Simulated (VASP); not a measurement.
# SnS2 in VASP: further runs

One slab, SnS2, is run at these levels: LDA, PBE, PBEsol; tasks: relaxation of cell and atoms.

Everything below comes from runs of VASP 6.6.1. Logs are shortened: lines on timing, memory, paths and dates and some standing lists are left out, and cuts for length are marked.

**1. Starting point**

The cell holds a slab with vacuum, 3 atoms: a = 3.639 Å, b = 3.639 Å, c = 20.934 Å, α = 90.00°, β = 90.00°, γ = 120.00°.

**2. Relaxation of cell and atoms, LDA**

INCAR

```
SYSTEM = SnS2
PREC = Accurate
ENCUT = 600
EDIFF = 1E-6
ISMEAR = 0
SIGMA = 0.03
LREAL = .FALSE.
LASPH = .TRUE.
NELM = 80
ALGO = Normal
ISIF = 3
LWAVE = .FALSE.
LCHARG = .FALSE.
GGA = CA
IBRION = 2
NSW = 90
EDIFFG = -0.01
LATTICE_CONSTRAINTS = .TRUE. .TRUE. .FALSE.
```

KPOINTS

```
regular mesh
0
G
  12 12 1
  0 0 0
```

POSCAR

```
SnS2
1.0
    3.6390000000      0.0000000000      0.0000000000
   -1.8195000000      3.1514664400      0.0000000000
    0.0000000000      0.0000000000     20.9340000000
S Sn
2 1
Direct
    0.6666666700      0.3333333300      0.4299226100
    0.3333333300      0.6666666700      0.5700773900
    0.0000000000      0.0000000000      0.5000000000
```

Potentials or basis: VASP PAW LDA potentials, release 64 (S, Sn_d).

Started as:

```
$ cat potpaw_LDA.64/S/POTCAR potpaw_LDA.64/Sn_d/POTCAR > POTCAR
$ mpirun -np 1 vasp_std > vasp.out
```

OUTCAR:

```text
SYSTEM = SnS2
   PREC = Accurate
   ENCUT = 600
   EDIFF = 1E-6
   ISMEAR = 0
   LREAL = .FALSE.
   LASPH = .TRUE.
   NELM = 80
   ISIF = 3
   GGA = CA
   IBRION = 2
   NSW = 90
   EDIFFG = -0.01

 ion  position               nearest neighbor table
   1  0.667  0.333  0.430-   3 2.56   3 2.56   3 2.56
   2  0.333  0.667  0.570-   3 2.56   3 2.56   3 2.56
   3  0.000  0.000  0.500-   1 2.56   2 2.56   2 2.56   1 2.56   1 2.56   2 2.56

  LATTYP: Found a hexagonal cell.
 ALAT       =     3.6390000000
 C/A-ratio  =     5.7526793075

  Lattice vectors:

 A1 = (   3.6390000000,   0.0000000000,   0.0000000000)
 A2 = (  -1.8195000000,   3.1514664400,   0.0000000000)
 A3 = (   0.0000000000,   0.0000000000,  20.9340000000)

Analysis of symmetry for initial positions (statically):
=====================================================================
 Subroutine PRICEL returns:
 Original cell was already a primitive cell.

 Routine SETGRP: Setting up the symmetry group for a
 hexagonal supercell.

 Subroutine GETGRP returns: Found 12 space group operations
 (whereof 12 operations were pure point group operations)
 out of a pool of 24 trial point group operations.

The static configuration has the point symmetry D_3d.

Analysis of symmetry for dynamics (positions and initial velocities):
=====================================================================
 Subroutine PRICEL returns:
 Original cell was already a primitive cell.

 Routine SETGRP: Setting up the symmetry group for a
 hexagonal supercell.

 Subroutine GETGRP returns: Found 12 space group operations
 (whereof 12 operations were pure point group operations)
 out of a pool of 24 trial point group operations.

The dynamic configuration has the point symmetry D_3d.

 Subroutine INISYM returns: Found 12 space group operations
 (whereof 12 operations are pure point group operations),
 and found     1 'primitive' translations

----------------------------------------------------------------------------------------

                                     Primitive cell

  volume of cell :     240.0750

  direct lattice vectors                    reciprocal lattice vectors
     3.639000000  0.000000000  0.000000000     0.274800769  0.158656298  0.000000000
    -1.819500000  3.151466440  0.000000000     0.000000000  0.317312597  0.000000000
[... 71 lines left out ...]
 SYSTEM =  SnS2
   PREC   = accura    normal or accurate (medium, high low for compatibility)
   ISTART =      0    job   : 0-new  1-cont  2-samecut
   ICHARG =      2    charge: 1-file 2-atom 10-const
   ISPIN  =      1    spin polarized calculation?
   LNONCOLLINEAR =      F non collinear calculations
   LSORBIT =      F    spin-orbit coupling
   LASPH  =      T    aspherical Exc in radial PAW
   ENCUT  =  600.0 eV  44.10 Ry    6.64 a.u.   7.27  7.27 41.81*2*pi/ulx,y,z
   NELM   =     80;   NELMIN=  2; NELMDL= -5     # of ELM steps
   EDIFF  = 0.1E-05   stopping-criterion for ELM
   LREAL  =      F    real-space projection
   EDIFFG = -.1E-01   stopping-criterion for IOM
   NSW    =     90    number of steps for IOM
   IBRION =      2    ionic relax: 0-MD 1-quasi-New 2-CG
   NFREE  =      1    steps in history (QN), initial steepest desc. (CG)
   ISIF   =      3    stress and relaxation
   ISYM   =      2    0-nonsym 1-usesym 2-fastsym
   POTIM  = 0.5000    time-step for ionic-motion
   TEBEG  =    0.0;   TEEND  =   0.0 temperature during run
   PSTRESS=    0.0 pullay stress
   NELECT =      26.0000    total number of electrons
   NUPDOWN=      -1.0000    fix difference up-down
   EMIN   =  10.00;   EMAX   =-10.00  energy-range for DOS
   EFERMI =   0.00;   METHOD = LEGACY
   ISMEAR =     0;   SIGMA  =   0.03  broadening in eV -4-tet -1-fermi 0-gaus
   EFERMI_NEDOS =   21; number of points for ismear=-14 and -15
   IALGO  =     38    algorithm
   IMIX   =      4    mixing-type and parameters
     AMIX     =   0.40;   BMIX     =  1.00
     AMIX_MAG =   1.60;   BMIX_MAG =  1.00
  volume/ion in A,a.u.               =      80.03       540.04
  Fermi-wavevector in a.u.,A,eV,Ry     =   0.780340  1.474628  8.284993  0.608930
  Thomas-Fermi vector in A             =   1.883630
   LORBIT       =      0    0 simple, 1 ext, 2 COOP (PROOUT), +10 PAW based schemes
   GGA     = CA    functional components
   LHFCALC =     F    Hartree Fock is set to
   AEXX    =    0.0000 exact exchange contribution
   IVDW    =     0    specifies the selected vdW correction
   LEPSILON=     F    determine dielectric tensor
   LRPA    =     F    only Hartree local field effects (RPA)
 conjugate gradient relaxation of ions
 non-spin polarized calculation
 Gauss-broadening in eV      SIGMA  =   0.03
  energy-cutoff  :      600.00
  volume of cell :      240.08
 maximum number of plane-waves:      8057
 NGX is ok and might be reduce to    30
   NGX = 15   NGY = 15   NGZ = 83

--------------------------------------- Ionic step        1  -------------------------------------------

 number of electron      25.9999997 magnetization

 Free energy of the ion-electron system (eV)
  ---------------------------------------------------
  ext. energy  EPLUGINS =         0.00000000
  ---------------------------------------------------
  free energy    TOTEN  =       -14.94318734 eV

  energy without entropy =      -14.94318734  energy(sigma->0) =      -14.94318734

------------------------ aborting loop because EDIFF is reached ----------------------------------------

  FORCE on cell =-STRESS in cart. coord.  units (eV):
  Direction    XX          YY          ZZ          XY          YZ          ZX
  --------------------------------------------------------------------------------------
  -------------------------------------------------------------------------------------
  Total       -0.5108295     -0.5108295     -0.2352976      0.0000000      0.0000000     -0.0000000
  in kB       -3.4090988     -3.4090988     -1.5702948      0.0000000      0.0000000     -0.0000000
  external PRESSURE =      -2.7961642 kB  Pullay stress =       0.0000000 kB
[... 135 lines left out ...]
--------------------------------------- Ionic step        5  -------------------------------------------

 number of electron      26.0000001 magnetization

 Free energy of the ion-electron system (eV)
  ---------------------------------------------------
  ext. energy  EPLUGINS =         0.00000000
  ---------------------------------------------------
  free energy    TOTEN  =       -14.94622730 eV

  energy without entropy =      -14.94622730  energy(sigma->0) =      -14.94622730

 E-fermi :  -3.4718     XC(G=0):  -3.2826

 val. band max:       -3.6563752343   @ k =   0.1667   0.0000   0.0000
 cond. band min:      -2.1715383614   @ k =   0.5000   0.0000   0.0000
 fundamental gap:      1.4848368729
 Fermi energy:        -3.4718448089

 k-point     1 :       0.0000    0.0000    0.0000
  band No.  band energies     occupation
      1     -24.4046      2.00000
      2     -24.4046      2.00000
      3     -24.3497      2.00000
      4     -24.3212      2.00000
      5     -24.3212      2.00000
      6     -17.3569      2.00000
[... 399 lines left out ...]
  FREE ENERGIE OF THE ION-ELECTRON SYSTEM (eV)
  ---------------------------------------------------
  free  energy   TOTEN  =       -14.9462272969 eV

  energy  without entropy=      -14.9462272969  energy(sigma->0) =      -14.94622730

 reached required accuracy - stopping structural energy minimisation
```

CONTCAR:

```text
SnS2
   1.00000000000000
     3.6170137893633547   -0.0000000000000000    0.0000000000000000
    -1.8085068946816774    3.1324258231348603    0.0000000000000000
     0.0000000000000000    0.0000000000000000   20.9340000000000011
  S               Sn
     2     1
Direct
     0.6666666699999979    0.3333333300000021    0.4298746879388289
     0.3333333300000021    0.6666666699999979    0.5701253120611710
     0.0000000000000000    1.0000000000000000    0.5000000000000000

  0.00000000E+00  0.00000000E+00  0.00000000E+00
  0.00000000E+00  0.00000000E+00  0.00000000E+00
  0.00000000E+00  0.00000000E+00  0.00000000E+00
```

Run time: 6.3 min. Hardware: 1 thread of Intel Xeon Platinum 8488C (Sapphire Rapids), shared host; peak memory 0.37 GiB.

Results:

```yaml
Free_energy: -14.9462 eV
Relaxed_volume: 79.06 Å³/atom
Relaxed_cell: a = 3.617 Å, b = 3.617 Å, c = 20.934 Å, α = 90.00°, β = 90.00°, γ = 120.00°
Space_group_after_relaxing_to_0.05_Å: P-3m1 (No. 164)
Energy_gained_by_relaxing: 1.0 meV/atom
Ionic_steps: 5
Band_gap_on_the_k_mesh: 1.48 eV, indirect (least direct gap 1.76 eV)
```

Step by step:
```tsv
step	energy change (eV)	largest force (eV/Å)	pressure (GPa)	volume (Å³)
1	0.0000	0.0780	-0.28	240.08
2	-0.0020	0.0881	0.18	236.15
3	-0.0029	0.0279	0.01	237.53
4	-0.0030	0.0178	0.01	237.41
5	-0.0030	0.0004	0.00	237.18
```

Final structure:
```
S Sn
1.0
     3.61701    0.00000    0.00000
    -1.80851    3.13243    0.00000
     0.00000    0.00000   20.93400
S Sn
2 1
Direct
  0.66667 0.33333 0.42987
  0.33333 0.66667 0.57013
  0.00000 0.00000 0.50000
```

Caveat: spin-orbit coupling is left out, which moves the levels of the heavy elements.

**3. Relaxation of cell and atoms, LDA**

This run uses another cell than the first one, of 79.06 Å³/atom, 0.988 times its volume.

INCAR, as its differences from that of step 2:

```diff
@@ -3,3 +3,3 @@
 ENCUT = 600
-EDIFF = 1E-6
+EDIFF = 1E-7
 ISMEAR = 0
@@ -16,3 +16,3 @@
 NSW = 90
-EDIFFG = -0.01
+EDIFFG = -0.005
 LATTICE_CONSTRAINTS = .TRUE. .TRUE. .FALSE.
```

KPOINTS is that of step 2.

POSCAR

```
SnS2                                    
1.0
    3.6170137894     -0.0000000000      0.0000000000
   -1.8085068947      3.1324258231      0.0000000000
    0.0000000000      0.0000000000     20.9340000000
  S               Sn            
     2     1
Direct
     0.6666666699999979    0.3333333300000021    0.4298746879388289
     0.3333333300000021    0.6666666699999979    0.5701253120611710
     0.0000000000000000    1.0000000000000000    0.5000000000000000
```

Potentials or basis: VASP PAW LDA potentials, release 64 (S, Sn_d).

Started as:

```
$ cat potpaw_LDA.64/S/POTCAR potpaw_LDA.64/Sn_d/POTCAR > POTCAR
$ mpirun -np 1 vasp_std > vasp.out
```

OUTCAR:

```text
SYSTEM = SnS2
   PREC = Accurate
   ENCUT = 600
   EDIFF = 1E-7
   ISMEAR = 0
   LREAL = .FALSE.
   LASPH = .TRUE.
   NELM = 80
   ISIF = 3
   GGA = CA
   IBRION = 2
   NSW = 90
   EDIFFG = -0.005

 ion  position               nearest neighbor table
   1  0.667  0.333  0.430-   3 2.55   3 2.55   3 2.55
   2  0.333  0.667  0.570-   3 2.55   3 2.55   3 2.55
   3  0.000  0.000  0.500-   1 2.55   2 2.55   2 2.55   1 2.55   1 2.55   2 2.55

  LATTYP: Found a hexagonal cell.
 ALAT       =     3.6170137894
 C/A-ratio  =     5.7876472745

  Lattice vectors:

 A1 = (   3.6170137894,   0.0000000000,   0.0000000000)
 A2 = (  -1.8085068947,   3.1324258231,   0.0000000000)
 A3 = (   0.0000000000,   0.0000000000,  20.9340000000)

Analysis of symmetry for initial positions (statically):
=====================================================================
 Subroutine PRICEL returns:
 Original cell was already a primitive cell.

 Routine SETGRP: Setting up the symmetry group for a
 hexagonal supercell.

 Subroutine GETGRP returns: Found 12 space group operations
 (whereof 12 operations were pure point group operations)
 out of a pool of 24 trial point group operations.

The static configuration has the point symmetry D_3d.

Analysis of symmetry for dynamics (positions and initial velocities):
=====================================================================
 Subroutine PRICEL returns:
 Original cell was already a primitive cell.

 Routine SETGRP: Setting up the symmetry group for a
 hexagonal supercell.

 Subroutine GETGRP returns: Found 12 space group operations
 (whereof 12 operations were pure point group operations)
 out of a pool of 24 trial point group operations.

[... 113 lines left out ...]
   IALGO  =     38    algorithm
   IMIX   =      4    mixing-type and parameters
     AMIX     =   0.40;   BMIX     =  1.00
     AMIX_MAG =   1.60;   BMIX_MAG =  1.00
  volume/ion in A,a.u.               =      79.06       533.53
  Fermi-wavevector in a.u.,A,eV,Ry     =   0.783499  1.480598  8.352209  0.613870
  Thomas-Fermi vector in A             =   1.887439
   LORBIT       =      0    0 simple, 1 ext, 2 COOP (PROOUT), +10 PAW based schemes
   GGA     = CA    functional components
   LHFCALC =     F    Hartree Fock is set to
   AEXX    =    0.0000 exact exchange contribution
   IVDW    =     0    specifies the selected vdW correction
   LEPSILON=     F    determine dielectric tensor
   LRPA    =     F    only Hartree local field effects (RPA)
 conjugate gradient relaxation of ions
 non-spin polarized calculation
 Gauss-broadening in eV      SIGMA  =   0.03
  energy-cutoff  :      600.00
  volume of cell :      237.18
 maximum number of plane-waves:      7940
 NGX is ok and might be reduce to    30
   NGX = 15   NGY = 15   NGZ = 83

 number of electron      26.0000001 magnetization

 Free energy of the ion-electron system (eV)
  ---------------------------------------------------
  ext. energy  EPLUGINS =         0.00000000
  ---------------------------------------------------
  free energy    TOTEN  =       -14.94616030 eV

  energy without entropy =      -14.94616030  energy(sigma->0) =      -14.94616030

 E-fermi :  -3.4711     XC(G=0):  -3.2781

 val. band max:       -3.6554148600   @ k =   0.1667  -0.0000   0.0000
 cond. band min:      -2.1706112854   @ k =   0.5000   0.0000   0.0000
 fundamental gap:      1.4848035746
 Fermi energy:        -3.4711029075

 k-point     1 :       0.0000    0.0000    0.0000
  band No.  band energies     occupation
      1     -24.4043      2.00000
      2     -24.4043      2.00000
      3     -24.3497      2.00000
      4     -24.3210      2.00000
      5     -24.3210      2.00000
      6     -17.3560      2.00000
[... 357 lines left out ...]
      4     -24.3220      2.00000
      5     -24.2909      2.00000
      6     -14.7689      2.00000
[... 9 lines left out ...]
     16       2.4186      0.00000
     17       3.9612      0.00000

------------------------ aborting loop because EDIFF is reached ----------------------------------------

  FORCE on cell =-STRESS in cart. coord.  units (eV):
  Direction    XX          YY          ZZ          XY          YZ          ZX
  --------------------------------------------------------------------------------------
  -------------------------------------------------------------------------------------
  Total       -0.0019038     -0.0019038     -0.0071471      0.0000000      0.0000000      0.0000000
  in kB       -0.0128600     -0.0128600     -0.0482789      0.0000000      0.0000000      0.0000000
  external PRESSURE =      -0.0246663 kB  Pullay stress =       0.0000000 kB

 VOLUME and BASIS-vectors are now :
 -----------------------------------------------------------------------------
  energy-cutoff  :      600.00
  volume of cell :      237.18
      direct lattice vectors                 reciprocal lattice vectors
     3.617013789  0.000000000  0.000000000     0.276471161  0.159620699  0.000000000
    -1.808506895  3.132425823  0.000000000     0.000000000  0.319241398  0.000000000
     0.000000000  0.000000000 20.934000000     0.000000000  0.000000000  0.047769179

 POSITION                                       TOTAL-FORCE (eV/Angst)
 -----------------------------------------------------------------------------------
      1.80851      1.04414      8.99900        -0.000000     -0.000000      0.000305
     -0.00000      2.08828     11.93500         0.000000      0.000000     -0.000305
      0.00000      0.00000     10.46700        -0.000000      0.000000      0.000000
 -----------------------------------------------------------------------------------
    total drift:                                0.000000      0.000000      0.000000

  FREE ENERGIE OF THE ION-ELECTRON SYSTEM (eV)
  ---------------------------------------------------
  free  energy   TOTEN  =       -14.9461603005 eV

  energy  without entropy=      -14.9461603005  energy(sigma->0) =      -14.94616030

 reached required accuracy - stopping structural energy minimisation
```

OSZICAR:

```text
N       E                     dE             d eps       ncg     rms          rms(c)
DAV:   1     0.208521573437E+03    0.20852E+03   -0.12054E+04   694   0.139E+03
DAV:   2     0.994621440788E+01   -0.19858E+03   -0.19548E+03   855   0.277E+02
DAV:   3    -0.146832278362E+02   -0.24629E+02   -0.24389E+02   786   0.114E+02
[... 16 lines left out ...]
DAV:  20    -0.149461592320E+02   -0.35887E-06   -0.13198E-08   702   0.485E-04    0.541E-04
DAV:  21    -0.149461596493E+02   -0.41731E-06   -0.44230E-09   604   0.372E-04    0.214E-04
DAV:  22    -0.149461601019E+02   -0.45264E-06   -0.68551E-09   664   0.412E-04    0.217E-04
DAV:  23    -0.149461602868E+02   -0.18483E-06   -0.26031E-09   650   0.212E-04    0.115E-04
DAV:  24    -0.149461603005E+02   -0.13704E-07    0.63864E-10   576   0.723E-05
   1 F= -.14946160E+02 E0= -.14946160E+02  d E =-.149462E+02
```

Run time: 2.5 min. Hardware: 1 thread of Intel Xeon Platinum 8488C (Sapphire Rapids), shared host; peak memory 0.35 GiB.

What came out:

```
Free energy            : -14.9462 eV
Band gap on the k mesh : 1.48 eV, indirect (least direct gap 1.76 eV)
```

Final structure:
```
S Sn
1.0
     3.61701    0.00000    0.00000
    -1.80851    3.13243    0.00000
     0.00000    0.00000   20.93400
S Sn
2 1
Direct
  0.66667 0.33333 0.42987
  0.33333 0.66667 0.57013
  0.00000 0.00000 0.50000
```

Caveat: the relaxation stopped at its first step, so nothing moved; spin-orbit coupling is left out, which moves the levels of the heavy elements.

(Continued in part 2 of 2.)
